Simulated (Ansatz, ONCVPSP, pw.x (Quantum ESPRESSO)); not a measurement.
# pw.x on fcc Os: one setting changed

Potential: optimised norm-conserving Vanderbilt (ONCV), ONCVPSP 4.0.1, PBE; core [Kr] 4d10 4f14, reference 5s2 5p6 5d7 6s1; waves: 5s+6s: rc 1.60 bohr, ncon 5, nbas 9, qcut 7.6 1/bohr, 2 projectors; 5p: rc 1.90 bohr, ncon 4, nbas 9, qcut 7.1 1/bohr, 1 projector; 5d: rc 2.05 bohr, ncon 4, nbas 9, qcut 8 1/bohr, 1 projector; local part: polynomial inside 1.40 bohr (lpopt 4, dvloc0 6 Ha); core correction: none.

The reference run (k-mesh 15³, cutoffs 70/280 Ry, Fermi–Dirac 0.01 Ry, mixing_beta 0.4, conv_thr 1e-9, no spin) gives -4.71 GPa at 14.323 Å³/atom, where all-electron LAPW gives 0.41 GPa. This run, with its own iteration cap, changes k-mesh points per axis to 4.

```
&control
  calculation='scf', prefix='x', pseudo_dir='./', outdir='./tmp', tstress=.true., disk_io='none'
/
&system
  ibrav=0, nat=1, ntyp=1, ecutwfc=70, ecutrho=280, nbnd=16,
  occupations='smearing', smearing='fd', degauss=0.01
/
&electrons
  conv_thr=1e-09, mixing_beta=0.4, electron_maxstep=50
/
ATOMIC_SPECIES
Os 1.0 Os.UPF
CELL_PARAMETERS angstrom
  0.00000000 1.92753083 1.92753083
  1.92753083 0.00000000 1.92753083
  1.92753083 1.92753083 0.00000000
ATOMIC_POSITIONS crystal
Os 0.0000 0.0000 0.0000
K_POINTS automatic
4 4 4 0 0 0
```

```bash
pw.x < Os.scf.in > Os.scf.out
```

Q: How does the run end?

A: It converges in 8 iterations; the free energy moves by -7.1 meV/atom and the pressure by -0.44 GPa.

```
Message from routine setup:
     using ibrav=0 with symmetry is DISCOURAGED, use correct ibrav instead
     lattice parameter (alat)  =       5.1513  a.u.
     unit-cell volume          =      96.6564 (a.u.)^3
     number of electrons       =        16.00
     number of Kohn-Sham states=           16
     kinetic-energy cutoff     =      70.0000  Ry
     charge density cutoff     =     280.0000  Ry
     scf convergence threshold =      1.0E-09
     Exchange-correlation= PBE
     number of k points=     8  Fermi-Dirac smearing, width (Ry)=  0.0100
     iteration #  1     ecut=    70.00 Ry     beta= 0.40
     total energy              =    -184.43774572 Ry
     estimated scf accuracy    <       0.12337749 Ry
     iteration #  2     ecut=    70.00 Ry     beta= 0.40
     total energy              =    -184.44481740 Ry
     estimated scf accuracy    <       0.01147977 Ry
     iteration #  3     ecut=    70.00 Ry     beta= 0.40
     total energy              =    -184.44622610 Ry
     estimated scf accuracy    <       0.00083310 Ry
     iteration #  4     ecut=    70.00 Ry     beta= 0.40
     total energy              =    -184.44626555 Ry
     estimated scf accuracy    <       0.00022771 Ry
     iteration #  5     ecut=    70.00 Ry     beta= 0.40
     total energy              =    -184.44632416 Ry
     estimated scf accuracy    <       0.00000761 Ry
     iteration #  6     ecut=    70.00 Ry     beta= 0.40
     total energy              =    -184.44632288 Ry
     estimated scf accuracy    <       0.00000277 Ry
     iteration #  7     ecut=    70.00 Ry     beta= 0.40
     total energy              =    -184.44632352 Ry
     estimated scf accuracy    <       0.00000005 Ry
     iteration #  8     ecut=    70.00 Ry     beta= 0.40
     the Fermi energy is    24.9050 ev
!    total energy              =    -184.44632352 Ry
     estimated scf accuracy    <          8.2E-10 Ry
     smearing contrib. (-TS)   =      -0.00501416 Ry
     The total energy is F=E-TS. E is the sum of the following terms:
     one-electron contribution =     -27.93720847 Ry
     hartree contribution      =      23.71915263 Ry
     xc contribution           =     -19.10822785 Ry
     ewald contribution        =    -161.11502568 Ry
     convergence has been achieved in   8 iterations
          total   stress  (Ry/bohr**3)                   (kbar)     P=      -51.57
     Message from routine punch:
     Nothing written, as per user request (disk_io='none')
```

The run took about 2.7 s on one core of a shared host (Intel(R) Xeon(R) 6975P-C, 192 threads, 756 GiB, load 145).
